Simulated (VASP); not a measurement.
# Co (P6_3/mmc) in VASP: notebook

One crystal, Co, is run at these levels: PBE; tasks: single point.

Program: VASP 6.6.1. These are calculated values, not measurements. Logs are shortened: lines on timing, memory, paths and dates and some standing lists are left out, and cuts for length are marked.

## (1) The undisturbed crystal

Symmetry: P6_3/mmc, No. 194, hexagonal system. The conventional cell has a = 2.472 Å, b = 2.472 Å, c = 4.021 Å, α = 90.00°, β = 90.00°, γ = 120.00°. Co (site symmetry -6m2) has 12 Co at 2.47 Å as nearest neighbours.

## (2) Single point, PBE, collinear spin, ferromagnetic start (grid = ENCUT=400 dk=0.6 cell=3x3x2 ISMEAR=1 SIGMA=0.1 LREAL=Auto EDIFF=1e-06)

INCAR

```
SYSTEM = Co
PREC = Accurate
ENCUT = 400
EDIFF = 1E-6
ISMEAR = 1
SIGMA = 0.1
LREAL = Auto
LASPH = .True.
NELM = 120
ALGO = Fast
ISIF = 2
LWAVE = .False.
LCHARG = .False.
ISPIN = 2
MAGMOM = 2 2 2 2 2 2 2 2 2 2 2 2 2 2 2 2 2 2 2 2 2 2 2 2 2 2 2 2 2 2 2 2 2 2 2 2
LORBIT = 11
LMAXMIX = 4
GGA = PE
NBANDS = 197
```

KPOINTS

```
Automatic mesh
0
Gamma
  2 2 2
  0 0 0
```

POSCAR

```
Co
1.0
    7.4159997096      0.0000000000      0.0000000000
   -3.7079998548      6.4224441429      0.0000000000
    0.0000000000      0.0000000000      8.0422881600
Co
36
Direct
    0.2222222222      0.1111111111      0.3750000000
    0.2222222222      0.1111111111      0.8750000000
    0.2222222222      0.4444444444      0.3750000000
    0.2222222222      0.4444444444      0.8750000000
    0.2222222222      0.7777777778      0.3750000000
    0.2222222222      0.7777777778      0.8750000000
    0.5555555556      0.1111111111      0.3750000000
    0.5555555556      0.1111111111      0.8750000000
    0.5555555556      0.4444444444      0.3750000000
    0.5555555556      0.4444444444      0.8750000000
    0.5555555556      0.7777777778      0.3750000000
    0.5555555556      0.7777777778      0.8750000000
    0.8888888889      0.1111111111      0.3750000000
    0.8888888889      0.1111111111      0.8750000000
    0.8888888889      0.4444444444      0.3750000000
    0.8888888889      0.4444444444      0.8750000000
    0.8888888889      0.7777777778      0.3750000000
    0.8888888889      0.7777777778      0.8750000000
    0.1111111111      0.2222222222      0.1250000000
    0.1111111111      0.2222222222      0.6250000000
    0.1111111111      0.5555555556      0.1250000000
    0.1111111111      0.5555555556      0.6250000000
    0.1111111111      0.8888888889      0.1250000000
    0.1111111111      0.8888888889      0.6250000000
    0.4444444444      0.2222222222      0.1250000000
    0.4444444444      0.2222222222      0.6250000000
    0.4444444444      0.5555555556      0.1250000000
    0.4444444444      0.5555555556      0.6250000000
    0.4444444444      0.8888888889      0.1250000000
    0.4444444444      0.8888888889      0.6250000000
    0.7777777778      0.2222222222      0.1250000000
    0.7777777778      0.2222222222      0.6250000000
    0.7777777778      0.5555555556      0.1250000000
    0.7777777778      0.5555555556      0.6250000000
    0.7777777778      0.8888888889      0.1250000000
    0.7777777778      0.8888888889      0.6250000000
```

Potentials or basis: VASP PAW PBE potentials, release 64 (Co).

On the command line:

```console
$ cat potpaw_PBE.64/Co/POTCAR > POTCAR
$ mpirun -np 1 vasp_std > vasp.out
```

OUTCAR:

```text
SYSTEM = Co
   PREC = Accurate
   ENCUT = 400
   EDIFF = 1E-6
   ISMEAR = 1
   LREAL = Auto
   LASPH = .True.
   NELM = 120
   ISIF = 2
   ISPIN = 2
   LORBIT = 11
   GGA = PE

 Found      4 irreducible k-points:

 Following reciprocal coordinates:
            Coordinates               Weight
  0.000000  0.000000  0.000000      1.000000
  0.500000  0.000000  0.000000      3.000000
  0.000000  0.000000  0.500000      1.000000
  0.500000  0.000000  0.500000      3.000000
   k-points           NKPTS =      4   k-points in BZ     NKDIM =      4   number of bands    NBANDS=    197
   number of dos      NEDOS =    301   number of ions     NIONS =     36
   total plane-waves  NPLWV = 124416
   dimension x,y,z NGX =    48 NGY =   48 NGZ =   54
   dimension x,y,z NGXF=    96 NGYF=   96 NGZF=  108
   ions per type =              36
   NGX,Y,Z   is equivalent  to a cutoff of  10.76, 10.76, 11.16 a.u.
   NGXF,Y,Z  is equivalent  to a cutoff of  21.52, 21.52, 22.33 a.u.
 SYSTEM =  Co
   PREC   = accura    normal or accurate (medium, high low for compatibility)
   ISTART =      0    job   : 0-new  1-cont  2-samecut
   ICHARG =      2    charge: 1-file 2-atom 10-const
   ISPIN  =      2    spin polarized calculation?
   LNONCOLLINEAR =      F non collinear calculations
   LSORBIT =      F    spin-orbit coupling
   LASPH  =      T    aspherical Exc in radial PAW
   ENCUT  =  400.0 eV  29.40 Ry    5.42 a.u.  12.09 12.09 13.11*2*pi/ulx,y,z
   NELM   =    120;   NELMIN=  2; NELMDL= -5     # of ELM steps
   EDIFF  = 0.1E-05   stopping-criterion for ELM
   LREAL  =      T    real-space projection
   EDIFFG = 0.1E-04   stopping-criterion for IOM
   NSW    =      0    number of steps for IOM
   IBRION =     -1    ionic relax: 0-MD 1-quasi-New 2-CG
   NFREE  =      0    steps in history (QN), initial steepest desc. (CG)
   ISIF   =      2    stress and relaxation
   ISYM   =      2    0-nonsym 1-usesym 2-fastsym
   POTIM  = 0.5000    time-step for ionic-motion
   TEBEG  =    0.0;   TEEND  =   0.0 temperature during run
   PSTRESS=    0.0 pullay stress
   NELECT =     324.0000    total number of electrons
   NUPDOWN=      -1.0000    fix difference up-down
   EMIN   =  10.00;   EMAX   =-10.00  energy-range for DOS
   EFERMI =   0.00;   METHOD = LEGACY
   ISMEAR =     1;   SIGMA  =   0.10  broadening in eV -4-tet -1-fermi 0-gaus
   EFERMI_NEDOS =   21; number of points for ismear=-14 and -15
   IALGO  =     68    algorithm
   IMIX   =      4    mixing-type and parameters
     AMIX     =   0.40;   BMIX     =  1.00
     AMIX_MAG =   1.60;   BMIX_MAG =  1.00
  volume/ion in A,a.u.               =      10.64        71.80
  Fermi-wavevector in a.u.,A,eV,Ry     =   1.548246  2.925761 32.614055  2.397065
  Thomas-Fermi vector in A             =   2.653224
   LORBIT       =     11    0 simple, 1 ext, 2 COOP (PROOUT), +10 PAW based schemes
   GGA     = PE    functional components
   LHFCALC =     F    Hartree Fock is set to
   AEXX    =    0.0000 exact exchange contribution
   IVDW    =     0    specifies the selected vdW correction
   LEPSILON=     F    determine dielectric tensor
   LRPA    =     F    only Hartree local field effects (RPA)
 spin polarized calculation
 RMM-DIIS sequential band-by-band and
 Methfessel and Paxton  Order N= 1 SIGMA  =   0.10
  energy-cutoff  :      400.00
  volume of cell :      383.04
 maximum number of plane-waves:      6968
   NGX = 25   NGY = 25   NGZ = 27

 number of electron     324.0000112 magnetization      56.3758687

 Free energy of the ion-electron system (eV)
  ---------------------------------------------------
  ext. energy  EPLUGINS =         0.00000000
  ---------------------------------------------------
  free energy    TOTEN  =      -253.62608452 eV

  energy without entropy =     -253.63247861  energy(sigma->0) =     -253.62821588

 E-fermi :  10.5011     XC(G=0): -13.5183

 val. band max:       10.4732059722   @ k =   0.5000   0.0000   0.0000
 cond. band min:      10.5720401800   @ k =   0.5000   0.0000   0.5000
 fundamental gap:      0.0988342077
 Fermi energy:        10.5011064168

 spin component 1

 k-point     1 :       0.0000    0.0000    0.0000
  band No.  band energies     occupation
      1       1.5083      1.00000
      2       3.7636      1.00000
      3       3.7636      1.00000
      4       4.7264      1.00000
      5       4.7264      1.00000
      6       4.7264      1.00000
[... 166 lines left out ...]
    173       9.6559      1.00000
    174       9.6559      1.00000

 k-point     2 :       0.5000    0.0000    0.0000
  band No.  band energies     occupation
      1       2.4726      1.00000
      2       2.4726      1.00000
      3       4.1675      1.00000
      4       4.1675      1.00000
      5       4.5434      1.00000
      6       4.5434      1.00000
[... 166 lines left out ...]
    173       9.9330      1.00000
    174       9.9330      1.00000

 k-point     3 :       0.0000    0.0000    0.5000
  band No.  band energies     occupation
      1       2.1322      1.00000
      2       2.1322      1.00000
      3       4.9358      1.00000
      4       4.9358      1.00000
      5       4.9358      1.00000
      6       4.9358      1.00000
[... 166 lines left out ...]
    173       9.7118      1.00000
    174       9.7118      1.00000

 k-point     4 :       0.5000    0.0000    0.5000
  band No.  band energies     occupation
      1       3.0487      1.00000
      2       3.0487      1.00000
      3       3.0487      1.00000
      4       3.0487      1.00000
      5       4.5745      1.00000
      6       4.5745      1.00000
[... 166 lines left out ...]
    173       9.9564      1.00000
    174       9.9564      1.00000
 Fermi energy:        10.5011064168

 spin component 2

 k-point     1 :       0.0000    0.0000    0.0000
  band No.  band energies     occupation
      1       1.5110      1.00000
      2       3.8380      1.00000
      3       3.8380      1.00000
      4       4.9294      1.00000
      5       4.9294      1.00000
      6       4.9294      1.00000
[... 166 lines left out ...]
    173      11.4583     -0.00000
    174      11.4583     -0.00000

 k-point     2 :       0.5000    0.0000    0.0000
  band No.  band energies     occupation
      1       2.4836      1.00000
      2       2.4836      1.00000
      3       4.2391      1.00000
      4       4.2391      1.00000
      5       4.6584      1.00000
      6       4.6584      1.00000
[... 166 lines left out ...]
    173      11.7465     -0.00000
    174      11.7465     -0.00000

 k-point     3 :       0.0000    0.0000    0.5000
  band No.  band energies     occupation
      1       2.1386      1.00000
      2       2.1386      1.00000
      3       5.2764      1.00000
      4       5.2764      1.00000
      5       5.2764      1.00000
      6       5.2764      1.00000
[... 166 lines left out ...]
    173      11.5340     -0.00000
    174      11.5340     -0.00000

 k-point     4 :       0.5000    0.0000    0.5000
  band No.  band energies     occupation
      1       3.0718      1.00000
      2       3.0718      1.00000
      3       3.0718      1.00000
      4       3.0718      1.00000
      5       4.7087      1.00000
      6       4.7087      1.00000
[... 166 lines left out ...]
    173      11.7281     -0.00000
    174      11.7281     -0.00000
 [bands above 174 left out]

------------------------ aborting loop because EDIFF is reached ----------------------------------------

  FORCE on cell =-STRESS in cart. coord.  units (eV):
  Direction    XX          YY          ZZ          XY          YZ          ZX
  --------------------------------------------------------------------------------------
  -------------------------------------------------------------------------------------
  Total        6.6029976      6.6029976      3.6002061      0.0000000      0.0000000      0.0000000
  in kB       27.6186251     27.6186251     15.0587277      0.0000000      0.0000000      0.0000000
  external PRESSURE =      23.4319926 kB  Pullay stress =       0.0000000 kB

 VOLUME and BASIS-vectors are now :
 -----------------------------------------------------------------------------
  energy-cutoff  :      400.00
  volume of cell :      383.04
      direct lattice vectors                 reciprocal lattice vectors
     7.415999710  0.000000000  0.000000000     0.134843587  0.077851981  0.000000000
    -3.707999855  6.422444143  0.000000000     0.000000000  0.155703962  0.000000000
     0.000000000  0.000000000  8.042288160     0.000000000  0.000000000  0.124342722

 POSITION                                       TOTAL-FORCE (eV/Angst)
 -----------------------------------------------------------------------------------
      1.23600      0.71360      3.01586         0.000000      0.000000     -0.000000
      1.23600      0.71360      7.03700         0.000000      0.000000     -0.000000
      0.00000      2.85442      3.01586         0.000000      0.000000      0.000000
      0.00000      2.85442      7.03700         0.000000      0.000000      0.000000
     -1.23600      4.99523      3.01586         0.000000      0.000000     -0.000000
     -1.23600      4.99523      7.03700        -0.000000      0.000000      0.000000
[... 28 lines left out ...]
      2.47200      5.70884      1.00529        -0.000000     -0.000000      0.000000
      2.47200      5.70884      5.02643        -0.000000     -0.000000      0.000000
 -----------------------------------------------------------------------------------
    total drift:                                0.000000      0.000000      0.000000

  FREE ENERGIE OF THE ION-ELECTRON SYSTEM (eV)
  ---------------------------------------------------
  free  energy   TOTEN  =      -253.6260845240 eV

  energy  without entropy=     -253.6324786051  energy(sigma->0) =     -253.62821588

 total charge

# of ion       s       p       d       tot
------------------------------------------
    1        0.497   0.534   7.280   8.310
    2        0.497   0.534   7.280   8.310
    3        0.497   0.534   7.280   8.310
    4        0.497   0.534   7.280   8.310
    5        0.497   0.534   7.280   8.310
    6        0.497   0.534   7.280   8.310
[... 28 lines left out ...]
   35        0.497   0.534   7.280   8.310
   36        0.497   0.534   7.280   8.310
--------------------------------------------------
tot         17.876  19.208 262.084 299.168

 magnetization (x)

# of ion       s       p       d       tot
------------------------------------------
    1       -0.016  -0.050   1.647   1.581
    2       -0.016  -0.050   1.647   1.581
    3       -0.016  -0.050   1.647   1.581
    4       -0.016  -0.050   1.647   1.581
    5       -0.016  -0.050   1.647   1.581
    6       -0.016  -0.050   1.647   1.581
[... 28 lines left out ...]
   35       -0.016  -0.050   1.647   1.581
   36       -0.016  -0.050   1.647   1.581
--------------------------------------------------
tot         -0.581  -1.795  59.277  56.900
```

Run time: 13 min. Hardware: 1 thread of Intel Xeon 6975P-C (Granite Rapids), shared host; peak memory 0.63 GiB.

These settings aren't checked as converged: the numbers below hold their error.

Results:

- Free energy: -253.6261 eV
- Pressure: 2.3 GPa
- Net moment: 56.38 μB per cell
- Site moments: Co +1.58 μB
- Valence electrons inside the program's atomic spheres: Co 8.31

Caveat: the k mesh is coarse (spacing up to 0.49 Å⁻¹), so the values aren't converged; the bands computed are all filled at some k points, so no gap is given.

## (3) Single point, PBE, collinear spin, ferromagnetic start (grid = ENCUT=400 dk=0.45 cell=3x3x2 ISMEAR=1 SIGMA=0.1 LREAL=Auto EDIFF=1e-06)

INCAR is that of step 2.

KPOINTS

```
Automatic mesh
0
Gamma
  3 3 2
  0 0 0
```

POSCAR is that of step 2.

Potentials or basis: VASP PAW PBE potentials, release 64 (Co).

On the command line:

```console
$ cat potpaw_PBE.64/Co/POTCAR > POTCAR
$ mpirun -np 1 vasp_std > vasp.out
```

Run time: 18 min. Hardware: 1 thread of Intel Xeon 6975P-C (Granite Rapids), shared host; peak memory 0.72 GiB.

These settings aren't checked as converged: the numbers below hold their error.

Results:

```yaml
Free_energy: -252.9794 eV
Pressure: 2.3 GPa
Net_moment: 55.71 μB per cell
Site_moments: Co +1.56 μB
Valence_electrons_inside_the_program's_atomic_spheres: Co 8.31
```

Caveat: the k mesh is coarse (spacing up to 0.39 Å⁻¹), so the values aren't converged; the bands computed are all filled at some k points, so no gap is given.

## (4) Single point, PBE, collinear spin, ferromagnetic start (grid = ENCUT=400 dk=0.35 cell=3x3x2 ISMEAR=1 SIGMA=0.1 LREAL=Auto EDIFF=1e-06)

INCAR is that of step 3.

KPOINTS

```
Automatic mesh
0
Gamma
  3 3 3
  0 0 0
```

POSCAR is that of step 3.

Potentials or basis: VASP PAW PBE potentials, release 64 (Co).

On the command line:

```console
$ cat potpaw_PBE.64/Co/POTCAR > POTCAR
$ mpirun -np 1 vasp_std > vasp.out
```

OUTCAR:

```text
SYSTEM = Co
   PREC = Accurate
   ENCUT = 400
   EDIFF = 1E-6
   ISMEAR = 1
   LREAL = Auto
   LASPH = .True.
   NELM = 120
   ISIF = 2
   ISPIN = 2
   LORBIT = 11
   GGA = PE

 Found      6 irreducible k-points:

 Following reciprocal coordinates:
            Coordinates               Weight
  0.000000  0.000000  0.000000      1.000000
  0.333333 -0.000000  0.000000      6.000000
  0.333333  0.333333  0.000000      2.000000
  0.000000  0.000000  0.333333      2.000000
  0.333333 -0.000000  0.333333     12.000000
  0.333333  0.333333  0.333333      4.000000
[... 2228 lines left out ...]
      0.00000      2.85442      3.01586         0.000000      0.000000     -0.000000
      0.00000      2.85442      7.03700        -0.000000      0.000000     -0.000000
     -1.23600      4.99523      3.01586         0.000000      0.000000     -0.000000
     -1.23600      4.99523      7.03700         0.000000     -0.000000      0.000000
[... 28 lines left out ...]
      2.47200      5.70884      1.00529        -0.000000     -0.000000     -0.000000
      2.47200      5.70884      5.02643        -0.000000     -0.000000     -0.000000
 -----------------------------------------------------------------------------------
    total drift:                                0.000000      0.000000      0.000000

  FREE ENERGIE OF THE ION-ELECTRON SYSTEM (eV)
  ---------------------------------------------------
  free  energy   TOTEN  =      -253.1808076554 eV

  energy  without entropy=     -253.1611950434  energy(sigma->0) =     -253.17427012

 total charge

# of ion       s       p       d       tot
------------------------------------------
    1        0.496   0.534   7.280   8.310
    2        0.496   0.534   7.280   8.310
    3        0.496   0.534   7.280   8.310
    4        0.496   0.534   7.280   8.310
    5        0.496   0.534   7.280   8.310
    6        0.496   0.534   7.280   8.310
[... 28 lines left out ...]
   35        0.496   0.534   7.280   8.310
   36        0.496   0.534   7.280   8.310
--------------------------------------------------
tot         17.839  19.227 262.096 299.162

 magnetization (x)

# of ion       s       p       d       tot
------------------------------------------
    1       -0.017  -0.056   1.623   1.550
    2       -0.017  -0.056   1.623   1.550
    3       -0.017  -0.056   1.623   1.550
    4       -0.017  -0.056   1.623   1.550
    5       -0.017  -0.056   1.623   1.550
    6       -0.017  -0.056   1.623   1.550
[... 28 lines left out ...]
   35       -0.017  -0.056   1.623   1.550
   36       -0.017  -0.056   1.623   1.550
--------------------------------------------------
tot         -0.600  -2.022  58.435  55.814
```

OSZICAR:

```text
N       E                     dE             d eps       ncg     rms          rms(c)
DAV:   1     0.256324086023E+04    0.25632E+04   -0.11356E+05  4728   0.187E+03
DAV:   2     0.198767317038E+02   -0.25434E+04   -0.24690E+04  4728   0.427E+02
[... 20 lines left out ...]
RMM:  23    -0.253180799061E+03   -0.45310E-05   -0.46551E-05  2474   0.147E-03    0.839E-04
RMM:  24    -0.253180801262E+03   -0.22006E-05   -0.21057E-05  2216   0.101E-03    0.959E-04
RMM:  25    -0.253180804124E+03   -0.28625E-05   -0.27088E-05  2410   0.148E-03    0.119E-04
RMM:  26    -0.253180805356E+03   -0.12316E-05   -0.11906E-05  1484   0.650E-04    0.193E-04
RMM:  27    -0.253180806955E+03   -0.15987E-05   -0.15938E-05  1159   0.591E-04    0.540E-05
RMM:  28    -0.253180807655E+03   -0.70076E-06   -0.68283E-06   626   0.519E-04
   1 F= -.25318081E+03 E0= -.25317427E+03  d E =-.196126E-01  mag=    55.1803
```

Run time: 20 min. Hardware: 1 thread of Intel Xeon 6975P-C (Granite Rapids), shared host; peak memory 0.71 GiB.

These settings aren't checked as converged: the numbers below hold their error.

What came out:

```
Free energy                                           : -253.1808 eV
Pressure                                              : 2.1 GPa
Net moment                                            : 55.18 μB per cell
Site moments                                          : Co +1.55 μB
Valence electrons inside the program's atomic spheres : Co 8.31
```

Caveat: the bands computed are all filled at some k points, so no gap is given.
